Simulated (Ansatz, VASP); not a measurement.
## BN: VASP beside Ansatz

```
B N
1.0
     0.00000    1.55351    1.55351
     1.55351    0.00000    1.55351
     1.55351    1.55351    0.00000
B N
1 1
Direct
  0.00000 0.00000 0.00000
  0.50000 0.50000 0.50000
```

Alike in both runs: functional PBE; k mesh 17 × 17 × 17; occupations fermi-dirac, width 0.05 eV; no spin polarisation.

Ansatz relaxed the structure, and its values are those at the end. VASP's run is a single point on that final structure, the one shown.

|  | VASP | Ansatz |
| --- | --- | --- |
| version | VASP 6.6.1 | Ansatz 0.2.0 |
| potentials or method | VASP PAW PBE potentials, release 64 (B, N) | PAW with Ansatz's default frozen-core files, scalar-relativistic |
| plane-wave cutoff (eV) | 520 | 420 |
| valence electrons in the cell | 8 | 8 |

```csv
,VASP,Ansatz,Ansatz less VASP
gap on the k mesh at the Fermi level (eV),4.34,4.35,+0.016
```

Caveats: an odd mesh through Γ misses points on the zone boundary, where band edges often lie.
